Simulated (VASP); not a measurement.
# Sn (I4_1/amd) in VASP: settings compared

The runs below take Sn through equation of state, with PBE, PBEsol.

Program: VASP 6.6.1. These are calculated values, not measurements. Logs are shortened: lines on timing, memory, paths and dates and some standing lists are left out, and cuts for length are marked.

### Step 1. The structure

It takes space group I4_1/amd (No. 141, tetragonal). The conventional cell has a = 5.880 Å, b = 5.880 Å, c = 3.199 Å, α = 90.00°, β = 90.00°, γ = 90.00°. Sn (site symmetry -4m2) is surrounded by 6 Sn at 3.05 to 3.20 Å.

### Step 2. Equation of state, PBE, 25.99 Å³/atom (volume scaled by 0.94)

Input file INCAR:

```
  PREC = Accurate
  ENCUT = 520
  EDIFF = 1E-7
  ISMEAR = -1
  SIGMA = 0.05
  LREAL = False
  LASPH = True
  NELM = 100
  ALGO = Normal
  ISIF = 2
  LWAVE = False
  LCHARG = False
  GGA = PE
  NBANDS = 21
```

Input file KPOINTS:

```
regular mesh
0
Gamma
  9 9 9
```

Input file POSCAR:

```
Sn
1.0
   -2.8801207477      2.8801207477      1.5666540120
    2.8801207477     -2.8801207477      1.5666540120
    2.8801207477      2.8801207477     -1.5666540120
Sn
2
Direct
    0.0000000000      0.0000000000      0.0000000000
    0.7500000000      0.2500000000      0.5000000000
```

Potentials or basis: VASP PAW PBE potentials, release 64 (Sn_d).

Launch:

```sh
$ cat potpaw_PBE.64/Sn_d/POTCAR > POTCAR
$ mpirun -np 1 vasp_std > vasp.out
```

OUTCAR:

```text
PREC = Accurate
   ENCUT = 520
   EDIFF = 1E-7
   ISMEAR = -1
   LREAL = False
   LASPH = True
   NELM = 100
   ISIF = 2
   GGA = PE

 ion  position               nearest neighbor table
   1  0.000  0.000  0.000-   2 2.98   2 2.98   2 2.98   2 2.98   2 3.72   2 3.72   2 3.72   2 3.72

   2  0.750  0.250  0.500-   1 2.98   1 2.98   1 2.98   1 2.98   1 3.72   1 3.72   1 3.72   1 3.72

  LATTYP: Found a body centered tetragonal cell.
 ALAT       =     5.7602414954
 C/A-ratio  =     0.5439542815

  Lattice vectors:

 A1 = (  -2.8801207477,   2.8801207477,   1.5666540120)
 A2 = (   2.8801207477,  -2.8801207477,   1.5666540120)
 A3 = (   2.8801207477,   2.8801207477,  -1.5666540120)

Analysis of symmetry for initial positions (statically):
=====================================================================
 Subroutine PRICEL returns:
 Original cell was already a primitive cell.

 Routine SETGRP: Setting up the symmetry group for a
 body centered tetragonal supercell.

 Subroutine GETGRP returns: Found 16 space group operations
 (whereof  8 operations were pure point group operations)
 out of a pool of 16 trial point group operations.

The static configuration has the point symmetry D_2d.
 The point group associated with its full space group is D_4h.

Analysis of symmetry for dynamics (positions and initial velocities):
=====================================================================
 Subroutine PRICEL returns:
 Original cell was already a primitive cell.

 Routine SETGRP: Setting up the symmetry group for a
 body centered tetragonal supercell.

 Subroutine GETGRP returns: Found 16 space group operations
 (whereof  8 operations were pure point group operations)
 out of a pool of 16 trial point group operations.

The dynamic configuration has the point symmetry D_2d.
 The point group associated with its full space group is D_4h.

 Subroutine INISYM returns: Found 16 space group operations
 (whereof  8 operations are pure point group operations),
 and found     1 'primitive' translations

----------------------------------------------------------------------------------------

                                     Primitive cell

  volume of cell :      51.9822

  direct lattice vectors                    reciprocal lattice vectors
    -2.880120748  2.880120748  1.566654012     0.000000000  0.173603833  0.319151514
     2.880120748 -2.880120748  1.566654012     0.173603833  0.000000000  0.319151514
     2.880120748  2.880120748 -1.566654012     0.173603833  0.173603833  0.000000000

  length of vectors
     4.364011439  4.364011439  4.364011439     0.363312510  0.363312510  0.245512894

  position of ions in fractional coordinates (direct lattice)
     0.000000000  0.000000000  0.000000000
     0.750000000  0.250000000  0.500000000

  ion indices of the primitive-cell ions
   primitive index   ion index
                 1           1
                 2           2

----------------------------------------------------------------------------------------

 KPOINTS: regular mesh

Automatic generation of k-mesh.
 Grid dimensions read from file:
 generate k-points for:    9    9    9

 Generating k-lattice:

  Cartesian coordinates                     Fractional coordinates (reciprocal lattice)
     0.000000000  0.019289315  0.035461279     0.111111111  0.000000000 -0.000000000
     0.019289315  0.000000000  0.035461279     0.000000000  0.111111111 -0.000000000
     0.019289315  0.019289315  0.000000000     0.000000000  0.000000000  0.111111111

  Length of vectors
     0.040368057  0.040368057  0.027279210

  Shift w.r.t. Gamma in fractional coordinates (k-lattice)
     0.000000000  0.000000000  0.000000000

 Subroutine IBZKPT returns following result:
 ===========================================

 Found     75 irreducible k-points:

 Following reciprocal coordinates:
            Coordinates               Weight
  0.000000  0.000000  0.000000      1.000000
  0.111111  0.000000  0.000000      8.000000
  0.222222  0.000000  0.000000      8.000000
  0.333333  0.000000 -0.000000      8.000000
  0.444444  0.000000  0.000000      8.000000
  0.111111  0.111111  0.000000      8.000000
[... 42 lines left out ...]
 -0.333333 -0.333333  0.111111      8.000000
 -0.222222 -0.333333  0.111111     16.000000
 [... further k-points ...]
   k-points           NKPTS =     75   k-points in BZ     NKDIM =     75   number of bands    NBANDS=     21
   number of dos      NEDOS =    301   number of ions     NIONS =      2
   total plane-waves  NPLWV =  32768
   dimension x,y,z NGX =    32 NGY =   32 NGZ =   32
   dimension x,y,z NGXF=    64 NGYF=   64 NGZF=   64
   ions per type =               2
   NGX,Y,Z   is equivalent  to a cutoff of  12.19, 12.19, 12.19 a.u.
   NGXF,Y,Z  is equivalent  to a cutoff of  24.38, 24.38, 24.38 a.u.
 SYSTEM =  unknown system
   PREC   = accura    normal or accurate (medium, high low for compatibility)
   ISTART =      0    job   : 0-new  1-cont  2-samecut
   ICHARG =      2    charge: 1-file 2-atom 10-const
   ISPIN  =      1    spin polarized calculation?
   LNONCOLLINEAR =      F non collinear calculations
   LSORBIT =      F    spin-orbit coupling
   LASPH  =      T    aspherical Exc in radial PAW
   ENCUT  =  520.0 eV  38.22 Ry    6.18 a.u.   8.11  8.11  8.11*2*pi/ulx,y,z
   NELM   =    100;   NELMIN=  2; NELMDL= -5     # of ELM steps
   EDIFF  = 0.1E-06   stopping-criterion for ELM
   LREAL  =      F    real-space projection
   EDIFFG = 0.1E-05   stopping-criterion for IOM
   NSW    =      0    number of steps for IOM
   IBRION =     -1    ionic relax: 0-MD 1-quasi-New 2-CG
   NFREE  =      0    steps in history (QN), initial steepest desc. (CG)
   ISIF   =      2    stress and relaxation
   ISYM   =      2    0-nonsym 1-usesym 2-fastsym
   POTIM  = 0.5000    time-step for ionic-motion
   TEBEG  =    0.0;   TEEND  =   0.0 temperature during run
   PSTRESS=    0.0 pullay stress
   NELECT =      28.0000    total number of electrons
   NUPDOWN=      -1.0000    fix difference up-down
   EMIN   =  10.00;   EMAX   =-10.00  energy-range for DOS
   EFERMI =   0.00;   METHOD = LEGACY
   ISMEAR =    -1;   SIGMA  =   0.05  broadening in eV -4-tet -1-fermi 0-gaus
   EFERMI_NEDOS =   21; number of points for ismear=-14 and -15
   IALGO  =     38    algorithm
   IMIX   =      4    mixing-type and parameters
     AMIX     =   0.40;   BMIX     =  1.00
     AMIX_MAG =   1.60;   BMIX_MAG =  1.00
  volume/ion in A,a.u.               =      25.99       175.40
  Fermi-wavevector in a.u.,A,eV,Ry     =   1.332016  2.517145 24.140353  1.774266
  Thomas-Fermi vector in A             =   2.460983
   LORBIT       =      0    0 simple, 1 ext, 2 COOP (PROOUT), +10 PAW based schemes
   GGA     = PE    functional components
   LHFCALC =     F    Hartree Fock is set to
   AEXX    =    0.0000 exact exchange contribution
   IVDW    =     0    specifies the selected vdW correction
   LEPSILON=     F    determine dielectric tensor
   LRPA    =     F    only Hartree local field effects (RPA)
 non-spin polarized calculation
  energy-cutoff  :      520.00
  volume of cell :       51.98
 maximum number of plane-waves:      1414
   NGX = 17   NGY = 17   NGZ = 17

 number of electron      28.0000019 magnetization

 Free energy of the ion-electron system (eV)
  ---------------------------------------------------
  ext. energy  EPLUGINS =         0.00000000
  ---------------------------------------------------
  free energy    TOTEN  =        -7.53418700 eV

  energy without entropy =       -7.52680639  energy(sigma->0) =       -7.53049670

 E-fermi :   8.5461     XC(G=0): -10.5102

 val. band max:        8.5409900678   @ k =   0.2222   0.1111  -0.0000
 cond. band min:       8.5585565357   @ k =  -0.4444   0.4444   0.0000
 fundamental gap:      0.0175664679
 Fermi energy:         8.5461471659

 k-point     1 :       0.0000    0.0000    0.0000
  band No.  band energies     occupation
      1     -13.2050      2.00000
      2     -13.1104      2.00000
      3     -13.0654      2.00000
      4     -13.0509      2.00000
      5     -12.8772      2.00000
      6     -12.8772      2.00000
[... 13 lines left out ...]
     20      18.5739      0.00000
     21      19.2597      0.00000

 k-point     2 :       0.1111    0.0000    0.0000
  band No.  band energies     occupation
      1     -13.1963      2.00000
      2     -13.0830      2.00000
      3     -13.0552      2.00000
      4     -13.0190      2.00000
      5     -12.8966      2.00000
      6     -12.8920      2.00000
[... 13 lines left out ...]
     20      17.5633      0.00000
     21      17.6117      0.00000

 k-point     3 :       0.2222    0.0000    0.0000
  band No.  band energies     occupation
      1     -13.1717      2.00000
      2     -13.0296      2.00000
      3     -13.0245      2.00000
      4     -12.9684      2.00000
      5     -12.9339      2.00000
      6     -12.8913      2.00000
[... 13 lines left out ...]
     20      16.0752      0.00000
     21      17.1642      0.00000

 k-point     4 :       0.3333    0.0000   -0.0000
  band No.  band energies     occupation
      1     -13.1437      2.00000
      2     -13.0108      2.00000
      3     -12.9981      2.00000
      4     -12.9849      2.00000
      5     -12.9574      2.00000
      6     -12.9141      2.00000
[... 13 lines left out ...]
     20      15.2519      0.00000
     21      18.2491      0.00000

 k-point     5 :       0.4444    0.0000    0.0000
  band No.  band energies     occupation
      1     -13.1238      2.00000
      2     -13.0326      2.00000
      3     -13.0212      2.00000
      4     -12.9794      2.00000
      5     -12.9439      2.00000
      6     -12.9318      2.00000
[... 13 lines left out ...]
     20      17.4151      0.00000
     21      19.0695      0.00000

 k-point     6 :       0.1111    0.1111    0.0000
  band No.  band energies     occupation
      1     -13.1804      2.00000
      2     -13.0367      2.00000
      3     -13.0198      2.00000
      4     -12.9535      2.00000
      5     -12.9272      2.00000
      6     -12.9147      2.00000
[... 13 lines left out ...]
     20      16.1887      0.00000
     21      16.4589      0.00000

 k-point     7 :       0.2222    0.1111   -0.0000
  band No.  band energies     occupation
      1     -13.1562      2.00000
      2     -13.0131      2.00000
      3     -13.0028      2.00000
      4     -12.9565      2.00000
      5     -12.9513      2.00000
      6     -12.9228      2.00000
[... 13 lines left out ...]
     20      15.5561      0.00000
     21      17.0532      0.00000
[... 675 lines left out ...]
      1     -13.0871      2.00000
      2     -13.0632      2.00000
      3     -13.0145      2.00000
      4     -13.0023      2.00000
      5     -12.9113      2.00000
      6     -12.8882      2.00000
[... 13 lines left out ...]
     20      17.2687      0.00000
     21      17.7485      0.00000

 k-point    37 :       0.4444    0.3333    0.1111
  band No.  band energies     occupation
      1     -13.0733      2.00000
      2     -13.0475      2.00000
      3     -13.0292      2.00000
      4     -13.0151      2.00000
      5     -12.9281      2.00000
      6     -12.8831      2.00000
[... 13 lines left out ...]
     20      18.8137      0.00000
     21      19.4421      0.00000

 k-point    38 :      -0.3333    0.3333    0.1111
  band No.  band energies     occupation
      1     -13.1255      2.00000
      2     -13.0972      2.00000
      3     -13.0939      2.00000
      4     -12.9800      2.00000
      5     -12.9272      2.00000
      6     -12.8630      2.00000
[... 13 lines left out ...]
     20      18.8501      0.00000
     21      18.9412      0.00000

 k-point    39 :      -0.2222    0.3333    0.1111
  band No.  band energies     occupation
      1     -13.1249      2.00000
      2     -13.0840      2.00000
      3     -13.0675      2.00000
      4     -12.9907      2.00000
      5     -12.9078      2.00000
      6     -12.8801      2.00000
[... 13 lines left out ...]
     20      18.3376      0.00000
     21      20.1228      0.00000

 k-point    40 :      -0.1111    0.3333    0.1111
  band No.  band energies     occupation
      1     -13.1241      2.00000
      2     -13.0322      2.00000
      3     -13.0225      2.00000
      4     -12.9935      2.00000
      5     -12.9237      2.00000
      6     -12.8916      2.00000
[... 13 lines left out ...]
     20      17.8131      0.00000
     21      18.1319      0.00000

 [... further k-points ...]
[... 5 lines left out ...]
  --------------------------------------------------------------------------------------
  -------------------------------------------------------------------------------------
  Total        1.7799400      1.7799400      1.5124817      0.0000000      0.0000000      0.0000000
  in kB       54.8607156     54.8607156     46.6172058      0.0000000      0.0000000      0.0000000
  external PRESSURE =      52.1128790 kB  Pullay stress =       0.0000000 kB

 VOLUME and BASIS-vectors are now :
 -----------------------------------------------------------------------------
  energy-cutoff  :      520.00
  volume of cell :       51.98
      direct lattice vectors                 reciprocal lattice vectors
    -2.880120748  2.880120748  1.566654012     0.000000000  0.173603833  0.319151514
     2.880120748 -2.880120748  1.566654012     0.173603833  0.000000000  0.319151514
     2.880120748  2.880120748 -1.566654012     0.173603833  0.173603833  0.000000000

 POSITION                                       TOTAL-FORCE (eV/Angst)
 -----------------------------------------------------------------------------------
      0.00000      0.00000      0.00000         0.000000     -0.000000     -0.000000
     -0.00000      2.88012      0.78333        -0.000000      0.000000      0.000000
 -----------------------------------------------------------------------------------
    total drift:                                0.000000     -0.000000      0.000000

  FREE ENERGIE OF THE ION-ELECTRON SYSTEM (eV)
  ---------------------------------------------------
  free  energy   TOTEN  =        -7.5341870019 eV

  energy  without entropy=       -7.5268063908  energy(sigma->0) =       -7.53049670
```

Run time: 46 s. Hardware: 1 thread of Intel Xeon Platinum 8488C (Sapphire Rapids), shared host; peak memory 0.21 GiB.

What came out:

```yaml
Free_energy: -7.5342 eV
Pressure: 5.2 GPa
Band_gap_on_the_k_mesh: none (metal or under the smearing width)
```

### Step 3. Equation of state, PBE, 26.54 Å³/atom (volume scaled by 0.96)

INCAR is that of step 2.

Input file KPOINTS:

```
Automatic mesh
0
Gamma
  9 9 9
```

Input file POSCAR:

```
Sn
1.0
   -2.9004039564      2.9004039564      1.5776871502
    2.9004039564     -2.9004039564      1.5776871502
    2.9004039564      2.9004039564     -1.5776871502
Sn
2
Direct
    0.0000000000      0.0000000000      0.0000000000
    0.7500000000      0.2500000000      0.5000000000
```

Potentials or basis: VASP PAW PBE potentials, release 64 (Sn_d).

Launch:

```sh
$ cat potpaw_PBE.64/Sn_d/POTCAR > POTCAR
$ mpirun -np 1 vasp_std > vasp.out
```

Run time: 74 s. Hardware: 1 thread of Intel Xeon Platinum 8488C (Sapphire Rapids), shared host; peak memory 0.23 GiB.

It converged, with:

- Free energy: -7.5656 eV
- Pressure: 3.8 GPa
- Band gap on the k mesh: none (metal or under the smearing width)

### Step 4. Equation of state, PBE, 27.10 Å³/atom (volume scaled by 0.98)

Input file INCAR:

```
PREC = Accurate
ENCUT = 520
EDIFF = 1E-7
ISMEAR = -1
SIGMA = 0.05
LREAL = F
LASPH = T
NELM = 80
ALGO = Normal
ISIF = 2
LWAVE = F
LCHARG = F
GGA = PE
NBANDS = 21
```

Input file KPOINTS:

```
regular mesh
0
Gamma
  9 9 9
```

Input file POSCAR:

```
Sn
1.0
   -2.9204073745      2.9204073745      1.5885680951
    2.9204073745     -2.9204073745      1.5885680951
    2.9204073745      2.9204073745     -1.5885680951
Sn
2
Direct
    0.0000000000      0.0000000000      0.0000000000
    0.7500000000      0.2500000000      0.5000000000
```

Launch:

```sh
$ cat potpaw_PBE.64/Sn_d/POTCAR > POTCAR
$ mpirun -np 1 vasp_std > vasp.out
```

It took 71 s on 1 thread of Intel Xeon Platinum 8488C (Sapphire Rapids), shared host; peak memory 0.23 GiB.

Results (log left out):

* Free energy: -7.5876 eV
* Pressure: 2.5 GPa
* Band gap on the k mesh: none (metal or under the smearing width)

### Step 5. Equation of state, PBE, 28.20 Å³/atom (volume scaled by 1.02)

Input file INCAR:

```
PREC = Accurate ; ENCUT = 520
EDIFF = 1E-7 ; ISMEAR = -1
SIGMA = 0.05 ; LREAL = F
LASPH = T ; NELM = 60
ALGO = Normal ; ISIF = 2
LWAVE = F ; LCHARG = F
GGA = PE ; NBANDS = 21
```

KPOINTS is that of step 4.

Input file POSCAR:

```
Sn
1.0
   -2.9596121516      2.9596121516      1.6098937015
    2.9596121516     -2.9596121516      1.6098937015
    2.9596121516      2.9596121516     -1.6098937015
Sn
2
Direct
    0.0000000000      0.0000000000      0.0000000000
    0.7500000000      0.2500000000      0.5000000000
```

Launch:

```sh
$ cat potpaw_PBE.64/Sn_d/POTCAR > POTCAR
$ mpirun -np 1 vasp_std > vasp.out
```

Wall time 75 s (1 thread of Intel Xeon Platinum 8488C (Sapphire Rapids), shared host); peak memory 0.24 GiB.

Results (log left out):

| Quantity | Value |
| --- | --- |
| Free energy | -7.6073 eV |
| Pressure | 0.3 GPa |
| Band gap on the k mesh | none (metal or under the smearing width) |

### Step 6. Equation of state, PBE, 28.76 Å³/atom (volume scaled by 1.04)

Input file INCAR:

```
SYSTEM = Sn
ALGO = Normal
EDIFF = 1E-7
ENCUT = 520
GGA = PE
ISIF = 2
ISMEAR = -1
LASPH = .TRUE.
LCHARG = .FALSE.
LREAL = .FALSE.
LWAVE = .FALSE.
NBANDS = 21
NELM = 100
PREC = Accurate
SIGMA = 0.05
```

Input file KPOINTS:

```
k-points
0
G
  9 9 9
  0 0 0
```

Input file POSCAR:

```
Sn
1.0
   -2.9788309508      2.9788309508      1.6203478496
    2.9788309508     -2.9788309508      1.6203478496
    2.9788309508      2.9788309508     -1.6203478496
Sn
2
Direct
    0.0000000000      0.0000000000      0.0000000000
    0.7500000000      0.2500000000      0.5000000000
```

Potentials or basis: VASP PAW PBE potentials, release 64 (Sn_d).

Launch:

```sh
$ cat potpaw_PBE.64/Sn_d/POTCAR > POTCAR
$ mpirun -np 1 vasp_std > vasp.out
```

Wall time 68 s (1 thread of Intel Xeon Platinum 8488C (Sapphire Rapids), shared host); peak memory 0.23 GiB.

The run converged. Its results:

- Free energy: -7.6068 eV
- Pressure: -0.6 GPa
- Band gap on the k mesh: none (metal or under the smearing width)

### Step 7. Equation of state, PBE, 29.31 Å³/atom (volume scaled by 1.06)

Input file INCAR:

```
ALGO = Normal ; EDIFF = 1E-7
ENCUT = 520 ; GGA = PE
ISIF = 2 ; ISMEAR = -1
LASPH = T ; LCHARG = F
LREAL = F ; LWAVE = F
NBANDS = 21 ; NELM = 60
PREC = Accurate ; SIGMA = 0.05
```

Input file KPOINTS:

```
k-points
0
Gamma
  9 9 9
```

Input file POSCAR:

```
Sn
1.0
   -2.9978049079      2.9978049079      1.6306688148
    2.9978049079     -2.9978049079      1.6306688148
    2.9978049079      2.9978049079     -1.6306688148
Sn
2
Direct
    0.0000000000      0.0000000000      0.0000000000
    0.7500000000      0.2500000000      0.5000000000
```

Launch:

```sh
$ cat potpaw_PBE.64/Sn_d/POTCAR > POTCAR
$ mpirun -np 1 vasp_std > vasp.out
```

Wall time 69 s (1 thread of Intel Xeon Platinum 8488C (Sapphire Rapids), shared host); peak memory 0.23 GiB.

The run converged. Its results:

```yaml
Free_energy: -7.6002 eV
Pressure: -1.4 GPa
Band_gap_on_the_k_mesh: none (metal or under the smearing width)
```

### Step 8. Equation of state, PBE

This step only gathers the single runs of the series.

What came out:

* Equilibrium volume: 28.43 Å³/atom
* Bulk modulus at fixed shape and positions: 48 GPa
* Pressure derivative of the bulk modulus: 4.6

Energy against volume, from the lowest point:
```
volume (Å³/atom)  energy (meV/atom)
          25.991              36.58
          26.544              20.89
          27.097               9.89
          27.650               3.07
          28.203               0.00
          28.756               0.28
          29.309               3.59
```

Caveat: the cell was scaled at fixed shape and fractional positions, which overstates the stiffness of a crystal with free parameters, most of all of layers and chains.

(Part 1 of 2 ends here.)
